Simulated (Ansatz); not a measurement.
Molecular dynamics on a 2×2×2 supercell (24 atoms) of SrCl2 (fluorite), relaxed with r2SCAN. Forces come from PBEsol in the plane-wave code Ansatz: a Nosé-Hoover thermostat at fixed volume, 2200 K, steps of 1 fs. Classical nuclei, no spin polarisation; a few dozen steps show the first response, not equilibrium.

```yaml
crystal:
  lattice:
    - [0.0, 6.9954361705, 6.9954361705]
    - [6.9954361705, 0.0, 6.9954361705]
    - [6.9954361705, 6.9954361705, 0.0]
  atoms:
    - { symbol: Sr, position: [0.0, 0.0, 0.0] }
    - { symbol: Cl, position: [0.125, 0.125, 0.125] }
    - { symbol: Cl, position: [0.375, 0.375, 0.375] }
    - { symbol: Sr, position: [0.0, 0.0, 0.5] }
    - { symbol: Cl, position: [0.125, 0.125, 0.625] }
    - { symbol: Cl, position: [0.375, 0.375, 0.875] }
    - { symbol: Sr, position: [0.0, 0.5, 0.0] }
    - { symbol: Cl, position: [0.125, 0.625, 0.125] }
    - { symbol: Cl, position: [0.375, 0.875, 0.375] }
    - { symbol: Sr, position: [0.0, 0.5, 0.5] }
    - { symbol: Cl, position: [0.125, 0.625, 0.625] }
    - { symbol: Cl, position: [0.375, 0.875, 0.875] }
    - { symbol: Sr, position: [0.5, 0.0, 0.0] }
    - { symbol: Cl, position: [0.625, 0.125, 0.125] }
    - { symbol: Cl, position: [0.875, 0.375, 0.375] }
    - { symbol: Sr, position: [0.5, 0.0, 0.5] }
    - { symbol: Cl, position: [0.625, 0.125, 0.625] }
    - { symbol: Cl, position: [0.875, 0.375, 0.875] }
    - { symbol: Sr, position: [0.5, 0.5, 0.0] }
    - { symbol: Cl, position: [0.625, 0.625, 0.125] }
    - { symbol: Cl, position: [0.875, 0.875, 0.375] }
    - { symbol: Sr, position: [0.5, 0.5, 0.5] }
    - { symbol: Cl, position: [0.625, 0.625, 0.625] }
    - { symbol: Cl, position: [0.875, 0.875, 0.875] }
kpoints:
  mp_grid: { grid: [2, 2, 2] }
hamiltonian:
  xc: pbesol
scf:
  occupations: { method: fermi_dirac, width: 0.19 }
md:
  ensemble: nvt_nose_hoover
  temperature: 2200
  timestep: 1.0
  n_steps: 20
  initial_velocities: maxwell_boltzmann
  seed: 7674
```

Command: `ansatz run input.yaml --threads 4 --pin off --max-ram 3686MiB --backend cpu --events-out ev --progress --plain --runs-dir out`. It took 4.5 min on 4 threads of Arm Neoverse N1, with other jobs on the host, load about 0.8 per core; peak host memory 2.5 GiB.

| step | t (fs) | T (K) | free energy F from step 0 (meV/atom) | kinetic energy (meV/atom) | largest force (eV/Å) |
| --- | --- | --- | --- | --- | --- |
| 0 | 0 | 2200 | 0.0 | 272.5 | 0.00 |
| 1 | 1 | 2199 | 0.2 | 272.3 | 0.07 |
| 2 | 2 | 2194 | 0.7 | 271.8 | 0.13 |
| 3 | 3 | 2187 | 1.6 | 270.9 | 0.21 |
| 4 | 4 | 2177 | 2.9 | 269.6 | 0.28 |
| 5 | 5 | 2163 | 4.6 | 268.0 | 0.36 |
| 6 | 6 | 2147 | 6.6 | 265.9 | 0.44 |
| 7 | 7 | 2127 | 9.0 | 263.5 | 0.53 |
| 8 | 8 | 2105 | 11.8 | 260.7 | 0.62 |
| 9 | 9 | 2079 | 15.0 | 257.6 | 0.72 |
| 10 | 10 | 2050 | 18.6 | 254.0 | 0.82 |
| 11 | 11 | 2019 | 22.5 | 250.1 | 0.92 |
| 12 | 12 | 1984 | 26.8 | 245.7 | 1.03 |
| 13 | 13 | 1946 | 31.6 | 241.0 | 1.15 |
| 14 | 14 | 1905 | 36.6 | 236.0 | 1.27 |
| 15 | 15 | 1861 | 42.1 | 230.6 | 1.40 |
| 16 | 16 | 1815 | 47.9 | 224.8 | 1.53 |
| 17 | 17 | 1766 | 54.0 | 218.8 | 1.67 |
| 18 | 18 | 1715 | 60.4 | 212.4 | 1.81 |
| 19 | 19 | 1661 | 67.1 | 205.8 | 1.96 |
| 20 | 20 | 1606 | 74.0 | 198.9 | 2.14 |

The temperature goes from 2200 K to 1606 K in 20 fs. The thermostat hasn't had time to restore it. By the last step the atoms have moved 0.21 Å in the root mean square, the drift of the whole cell taken out, 0.35 Å at most.

Positions (Å) and forces (eV/Å) at step 20:
```
Sr   0.000  -0.063  -0.019     0.332  -0.008   0.489
Cl   1.968   1.850   1.865    -0.507  -0.321   0.018
Cl   5.422   5.174   5.023    -0.856   1.070   1.260
Sr   3.631   3.446  -0.104    -0.611   0.254   0.897
Cl   5.320   4.957   1.928    -0.823   1.396  -1.332
Cl   8.454   8.932   5.243     0.485  -0.679   0.165
Sr   3.595   0.039   3.516    -0.391  -0.055  -0.065
Cl   5.231   1.806   5.387    -0.039  -0.464  -0.346
Cl   9.039   5.204   8.675    -0.614   0.337   0.293
Sr   6.832   3.575   3.517     1.548  -1.458   0.232
Cl   8.874   5.110   5.310    -0.131   0.507  -0.215
Cl  12.131   8.819   8.715     0.434  -0.112   0.231
Sr  -0.027   3.552   3.548     0.210   0.202  -0.482
Cl   1.917   5.202   5.331    -0.281   0.416  -0.250
Cl   5.265   8.797   8.809     0.102  -0.459  -0.074
Sr   3.482   7.115   3.427    -0.165  -0.306   0.081
Cl   5.165   8.875   5.288     0.314  -0.666  -0.554
Cl   8.579  12.049   8.884     0.686   0.724  -0.422
Sr   3.419   3.338   6.894    -0.206   0.461   0.379
Cl   5.328   5.484   8.608    -0.533  -0.844   0.654
Cl   8.723   8.719  12.437    -0.081  -0.247  -0.392
Sr   6.866   6.941   6.966     0.847   0.448  -0.376
Cl   8.691   8.789   8.655     0.028  -0.446   0.201
Cl  12.275  12.251  12.355     0.252   0.248  -0.391
```
